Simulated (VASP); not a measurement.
# Si (a cell with a defect) in VASP: notebook, part 2 of 2

VASP 6.6.1.

## Step 4: Molecular dynamics, PBE

Contents of INCAR:

```
PREC = Accurate ; ENCUT = 520
EDIFF = 1E-5 ; ISMEAR = -1
SIGMA = 0.02 ; LREAL = Auto
LASPH = True ; NELM = 100
ALGO = Normal ; ISIF = 2
LWAVE = False ; LCHARG = False
GGA = PE ; NBANDS = 48
IBRION = 0 ; NSW = 40
POTIM = 2.0 ; TEBEG = 1260.0
TEEND = 1260.0 ; ISYM = 0
NELMIN = 4 ; RANDOM_SEED = 419020 0 0
MDALGO = 1 ; ANDERSEN_PROB = 0.0
```

Contents of KPOINTS:

```
Automatic mesh
0
Gamma
  2 2 2
```

Contents of POSCAR:

```
Si
1.0
    0.0000000000      5.4300000000      5.4300000000
    5.4300000000      0.0000000000      5.4300000000
    5.4300000000      5.4300000000      0.0000000000
Si
17
Direct
    0.0072263800     -0.0223975300      0.0077057500
    0.1248567200      0.1152361000      0.1243805200
    0.0141432200     -0.0024474300      0.4956486700
    0.1540637500      0.1120283400      0.6141075500
   -0.0163766900      0.4853630800     -0.0169022100
    0.1094426800      0.6080939400      0.1098515800
    0.0071973400      0.5056146000      0.4794191700
    0.1248155900      0.6263766600      0.6131138900
    0.4961437800     -0.0023953600      0.0135934200
    0.6136275100      0.1120333400      0.1545035200
    0.5207224500      0.0193065000      0.5211534400
    0.6463807600      0.1483233100      0.6457901400
    0.4789960700      0.5056223900      0.0076839700
    0.6136065900      0.6263885700      0.1243506400
    0.4959281000      0.5159531000      0.4954843600
    0.6136138000      0.6526168500      0.6140985800
    0.8048015300      0.3031486400      0.8053024100
```

Potentials or basis: VASP PAW PBE potentials, release 64 (Si).

Command:

```
$ cat potpaw_PBE.64/Si/POTCAR > POTCAR
$ mpirun -np 1 vasp_std > vasp.out
```

OUTCAR:

```text
PREC = Accurate
   ENCUT = 520
   EDIFF = 1E-5
   ISMEAR = -1
   LREAL = Auto
   LASPH = True
   NELM = 100
   ISIF = 2
   GGA = PE
   IBRION = 0
   NSW = 40
   POTIM = 2.0
   TEBEG = 1260.0
   ISYM = 0
   NELMIN = 4

 ion  position               nearest neighbor table
   1  0.007  0.978  0.008-   6 2.33   2 2.33  17 2.39  10 2.47   4 2.47
   2  0.125  0.115  0.124-   3 2.33   9 2.33   5 2.33   1 2.33
   3  0.014  0.998  0.496-   8 2.33   2 2.33  12 2.34   4 2.34
   4  0.154  0.112  0.614-  11 2.33   3 2.34  17 2.40   1 2.47   7 2.47
   5  0.984  0.485  0.983-   8 2.33  14 2.33   2 2.33   6 2.35
   6  0.109  0.608  0.110-   1 2.33  13 2.33   7 2.33   5 2.35
   7  0.007  0.506  0.479-   6 2.33   8 2.33  17 2.39   4 2.47  16 2.47
   8  0.125  0.626  0.613-  15 2.33   3 2.33   5 2.33   7 2.33
   9  0.496  0.998  0.014-  14 2.33   2 2.33  12 2.34  10 2.34
  10  0.614  0.112  0.155-  11 2.33   9 2.34  17 2.40   1 2.47  13 2.47
  11  0.521  0.019  0.521-  10 2.33   4 2.33  16 2.33  12 2.38
  12  0.646  0.148  0.646-  15 2.33   3 2.34   9 2.34  11 2.38  17 2.96
  13  0.479  0.506  0.008-   6 2.33  14 2.33  17 2.39  10 2.47  16 2.47
  14  0.614  0.626  0.124-  15 2.33   9 2.33   5 2.33  13 2.33
  15  0.496  0.516  0.495-   8 2.33  14 2.33  12 2.33  16 2.34
  16  0.614  0.653  0.614-  11 2.33  15 2.34  17 2.41  13 2.47   7 2.47
  17  0.805  0.303  0.805-   1 2.39  13 2.39   7 2.39  10 2.40   4 2.40  16 2.41  12 2.96

IMPORTANT INFORMATION: All symmetrisations will be switched off!
NOSYMM: (Re-)initialisation of all symmetry stuff for point group C_1.

----------------------------------------------------------------------------------------

                                     Primitive cell

  volume of cell :     320.2060

  direct lattice vectors                    reciprocal lattice vectors
     0.000000000  5.430000000  5.430000000    -0.092081031  0.092081031  0.092081031
     5.430000000  0.000000000  5.430000000     0.092081031 -0.092081031  0.092081031
     5.430000000  5.430000000  0.000000000     0.092081031  0.092081031 -0.092081031

  length of vectors
     7.679179644  7.679179644  7.679179644     0.159489025  0.159489025  0.159489025

  position of ions in fractional coordinates (direct lattice)
     0.007226380  0.977602470  0.007705750
     0.124856720  0.115236100  0.124380520
     0.014143220  0.997552570  0.495648670
     0.154063750  0.112028340  0.614107550
     0.983623310  0.485363080  0.983097790
     0.109442680  0.608093940  0.109851580
[... 9 lines left out ...]
     0.613613800  0.652616850  0.614098580
     0.804801530  0.303148640  0.805302410

  ion indices of the primitive-cell ions
   primitive index   ion index
                 1           1
                 2           2
                 3           3
                 4           4
                 5           5
                 6           6
[... 9 lines left out ...]
                16          16
                17          17

----------------------------------------------------------------------------------------

 KPOINTS: Automatic mesh

Automatic generation of k-mesh.
 Grid dimensions read from file:
 generate k-points for:    2    2    2

 Generating k-lattice:
[... 45 lines left out ...]
   EDIFF  = 0.1E-04   stopping-criterion for ELM
   LREAL  =      T    real-space projection
   EDIFFG = 0.1E-03   stopping-criterion for IOM
   NSW    =     40    number of steps for IOM
   IBRION =      0    ionic relax: 0-MD 1-quasi-New 2-CG
   NFREE  =      0    steps in history (QN), initial steepest desc. (CG)
   ISIF   =      2    stress and relaxation
   ISYM   =      0    0-nonsym 1-usesym 2-fastsym
   POTIM  = 2.0000    time-step for ionic-motion
   TEBEG  = 1260.0;   TEEND  =1260.0 temperature during run
   PSTRESS=    0.0 pullay stress
   NELECT =      68.0000    total number of electrons
   NUPDOWN=      -1.0000    fix difference up-down
   EMIN   =  10.00;   EMAX   =-10.00  energy-range for DOS
   EFERMI =   0.00;   METHOD = LEGACY
   ISMEAR =    -1;   SIGMA  =   0.02  broadening in eV -4-tet -1-fermi 0-gaus
   EFERMI_NEDOS =   21; number of points for ismear=-14 and -15
   IALGO  =     38    algorithm
   IMIX   =      4    mixing-type and parameters
     AMIX     =   0.40;   BMIX     =  1.00
     AMIX_MAG =   1.60;   BMIX_MAG =  1.00
  volume/ion in A,a.u.               =      18.84       127.11
  Fermi-wavevector in a.u.,A,eV,Ry     =   0.976715  1.845724 12.979587  0.953973
  Thomas-Fermi vector in A             =   2.107356
   LORBIT       =      0    0 simple, 1 ext, 2 COOP (PROOUT), +10 PAW based schemes
   GGA     = PE    functional components
   LHFCALC =     F    Hartree Fock is set to
   AEXX    =    0.0000 exact exchange contribution
   IVDW    =     0    specifies the selected vdW correction
   LEPSILON=     F    determine dielectric tensor
   LRPA    =     F    only Hartree local field effects (RPA)
 molecular dynamics for ions
 non-spin polarized calculation
  energy-cutoff  :      520.00
  volume of cell :      320.21
 maximum number of plane-waves:      8646
 NGX is ok and might be reduce to    60
   NGX = 29   NGY = 29   NGZ = 29

--------------------------------------- Ionic step        1  -------------------------------------------

 number of electron      68.0000000 magnetization

 Free energy of the ion-electron system (eV)
  ---------------------------------------------------
  ext. energy  EPLUGINS =         0.00000000
  ---------------------------------------------------
  free energy    TOTEN  =       -87.68725404 eV

  energy without entropy =      -87.68033395  energy(sigma->0) =      -87.68379399

------------------------ aborting loop because EDIFF is reached ----------------------------------------

  FORCE on cell =-STRESS in cart. coord.  units (eV):
  Direction    XX          YY          ZZ          XY          YZ          ZX
  --------------------------------------------------------------------------------------
  -------------------------------------------------------------------------------------
  Total        9.3723833      9.3602889      9.3765465     -0.9146107     -0.9142251     -0.9111664
  in kB       46.8954969     46.8349814     46.9163275     -4.5763304     -4.5744011     -4.5590967
  external PRESSURE =      46.8822686 kB  Pullay stress =       0.0000000 kB
[... 160 lines left out ...]
  ENERGY OF THE ELECTRON-ION-THERMOSTAT SYSTEM (eV)
  ---------------------------------------------------
% ion-electron   TOTEN  =       -87.537292  see above
  kinetic energy EKIN   =         2.456172
  kin. lattice  EKIN_LAT=         0.000000  (temperature 1187.61 K)
  nose potential ES     =         0.000000
  nose kinetic   EPS    =         0.000000
  ---------------------------------------------------
  total energy   ETOTAL =       -85.081119 eV

[... ionic steps 4 to 37 ...]

--------------------------------------- Ionic step       38  -------------------------------------------

 number of electron      68.0000000 magnetization

------------------------ aborting loop because EDIFF is reached ----------------------------------------
[... 117 lines left out ...]
--------------------------------------- Ionic step       40  -------------------------------------------

 number of electron      68.0000000 magnetization

 Free energy of the ion-electron system (eV)
  ---------------------------------------------------
  ext. energy  EPLUGINS =         0.00000000
  ---------------------------------------------------
  free energy    TOTEN  =       -86.11710824 eV

  energy without entropy =      -86.11492258  energy(sigma->0) =      -86.11601541

 E-fermi :   6.7738     XC(G=0):  -9.7263

 val. band max:        6.7082355332   @ k =   0.0000   0.5000   0.0000
 cond. band min:       6.8405053616   @ k =   0.0000   0.5000   0.5000
 fundamental gap:      0.1322698285
 Fermi energy:         6.7737532775

 k-point     1 :       0.0000    0.0000    0.0000
  band No.  band energies     occupation
      1      -6.1781      2.00000
      2      -4.0092      2.00000
      3      -3.6751      2.00000
      4      -3.4833      2.00000
      5      -3.3170      2.00000
      6      -2.5861      2.00000
[... 381 lines left out ...]
     45      10.2271      0.00000
     46      10.3365      0.00000
 [bands above 46 left out]

------------------------ aborting loop because EDIFF is reached ----------------------------------------

  FORCE on cell =-STRESS in cart. coord.  units (eV):
  Direction    XX          YY          ZZ          XY          YZ          ZX
  --------------------------------------------------------------------------------------
  -------------------------------------------------------------------------------------
  Total       10.3329782      8.4906680      5.6868846     -3.6691647      0.0302205      0.1965725
  in kB       51.7019126     42.4837608     28.4547984    -18.3589697      0.1512106      0.9835669
  external PRESSURE =      40.8801573 kB  Pullay stress =       0.0000000 kB
[... 38 lines left out ...]
  ENERGY OF THE ELECTRON-ION-THERMOSTAT SYSTEM (eV)
  ---------------------------------------------------
% ion-electron   TOTEN  =       -86.117108  see above
  kinetic energy EKIN   =         1.040104
  kin. lattice  EKIN_LAT=         0.000000  (temperature  502.91 K)
  nose potential ES     =         0.000000
  nose kinetic   EPS    =         0.000000
  ---------------------------------------------------
  total energy   ETOTAL =       -85.077004 eV
```

Run time: 46 min. Hardware: 1 thread of AMD EPYC 7R13 (Zen 3), shared host; peak memory 0.63 GiB.

Step by step:
| step | potential energy change (eV) | largest force (eV/Å) | pressure (GPa) | volume (Å³) | temperature (K) |
| --- | --- | --- | --- | --- | --- |
| 1 | 0.0000 | 0.1000 | 4.69 | 320.21 | 1260 |
| 2 | 0.0381 | 0.5245 | 4.77 | 320.21 | 1242 |
| 3 | 0.1500 | 0.9854 | 4.92 | 320.21 | 1188 |
| 4 | 0.3267 | 1.4833 | 5.14 | 320.21 | 1103 |
| 5 | 0.5513 | 2.0166 | 5.39 | 320.21 | 995 |
| 6 | 0.8000 | 2.5025 | 5.66 | 320.21 | 875 |
| 7 | 1.0453 | 2.8978 | 5.92 | 320.21 | 758 |
| 8 | 1.2598 | 3.1666 | 6.15 | 320.21 | 654 |
| 9 | 1.4205 | 3.2770 | 6.31 | 320.21 | 577 |
| 10 | 1.5138 | 3.2209 | 6.39 | 320.21 | 532 |
| 11 | 1.5370 | 3.0066 | 6.39 | 320.21 | 521 |
| 12 | 1.4975 | 2.6580 | 6.31 | 320.21 | 539 |
| 13 | 1.4108 | 2.4298 | 6.17 | 320.21 | 581 |
| 14 | 1.2961 | 2.2583 | 5.99 | 320.21 | 636 |
| 15 | 1.1735 | 2.0450 | 5.79 | 320.21 | 694 |
| 16 | 1.0606 | 1.7837 | 5.59 | 320.21 | 748 |
| 17 | 0.9717 | 1.5562 | 5.41 | 320.21 | 791 |
| 18 | 0.9168 | 1.4441 | 5.25 | 320.21 | 818 |
| 19 | 0.9014 | 1.4290 | 5.12 | 320.21 | 825 |
| 20 | 0.9268 | 1.5489 | 5.04 | 320.21 | 813 |
| 21 | 0.9899 | 1.6605 | 4.99 | 320.21 | 783 |
| 22 | 1.0843 | 1.7565 | 4.97 | 320.21 | 737 |
| 23 | 1.2000 | 1.8314 | 4.98 | 320.21 | 682 |
| 24 | 1.3250 | 1.9685 | 4.99 | 320.21 | 622 |
| 25 | 1.4470 | 2.0712 | 5.01 | 320.21 | 563 |
| 26 | 1.5551 | 2.1173 | 5.02 | 320.21 | 511 |
| 27 | 1.6412 | 2.2054 | 5.01 | 320.21 | 470 |
| 28 | 1.7010 | 2.2516 | 4.98 | 320.21 | 441 |
| 29 | 1.7338 | 2.2588 | 4.92 | 320.21 | 425 |
| 30 | 1.7424 | 2.2476 | 4.85 | 320.21 | 420 |
| 31 | 1.7317 | 2.2329 | 4.75 | 320.21 | 425 |
| 32 | 1.7069 | 2.2185 | 4.66 | 320.21 | 437 |
| 33 | 1.6734 | 2.2111 | 4.56 | 320.21 | 453 |
| 34 | 1.6369 | 2.2091 | 4.47 | 320.21 | 471 |
| 35 | 1.6025 | 2.1994 | 4.38 | 320.21 | 487 |
| 36 | 1.5749 | 2.1636 | 4.30 | 320.21 | 501 |
| 37 | 1.5569 | 2.0838 | 4.22 | 320.21 | 509 |
| 38 | 1.5503 | 1.9583 | 4.16 | 320.21 | 512 |
| 39 | 1.5551 | 1.8012 | 4.12 | 320.21 | 510 |
| 40 | 1.5701 | 1.8360 | 4.09 | 320.21 | 503 |

Caveat: the k mesh is coarse (spacing up to 0.50 Å⁻¹), so the values aren't converged.
